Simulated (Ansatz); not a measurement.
## Mg: what symmetry allows forces and stress to be

```
CELL_PARAMETERS angstrom
1.60085 0.68065 7.30724
-1.60085 0.68065 7.30724
0.00000 -2.13560 7.39971
ATOMIC_POSITIONS crystal
Mg 0.99523 0.99523 0.00595
Mg 0.22218 0.22218 0.22528
Mg 0.78259 0.78259 0.76877
```

Method: Ansatz 0.2.0, DFT PBE, scalar-relativistic, plane waves, PAW.

Settings: cutoff 420 eV, Γ-centred mesh 14×14×14 on the computed 3-atom cell, Gaussian smearing of 0.10 eV; no spin polarisation.

This distorted cell has space group Cm, with 2 operations.

Without a calculation: in which directions can each atom feel a force?

A force must be left unchanged by every operation that keeps its atom in place, so it lies in the space that those operations leave fixed. Atoms that the group maps onto each other feel forces of one size.
```
atom site symmetry operations at the site equivalent to atom allowed force (Cartesian)
 Mg1              m                       2                   1  in the plane normal to (1.00, 0.00, 0.00)
 Mg2              m                       2                   2  in the plane normal to (1.00, 0.00, 0.00)
 Mg3              m                       2                   3  in the plane normal to (1.00, 0.00, 0.00)
```

That leaves 6 independent force components of 9, tied by 2 conditions that the forces sum to zero, so 4 remain. A relaxation in this cell that keeps the symmetry moves the atoms in these directions alone.

And the stress tensor?

It must be invariant under the point group, which leaves 4 independent components: xz, xy vanish.

Do the computed values obey this?

Yes. Forces (eV/Å):
```
Mg1  0.000  0.040  0.175
Mg2  0.000  0.015 -0.162
Mg3  0.000 -0.055 -0.012
```

Stress (GPa, compression positive, xx yy zz yz xz xy): 0.67 0.55 4.89 1.73 0.00 0.00. The program imposes the same operations on density, forces and stress, so this confirms the analysis and is no independent test of the calculation.

This form isn't the element's structure at ambient conditions.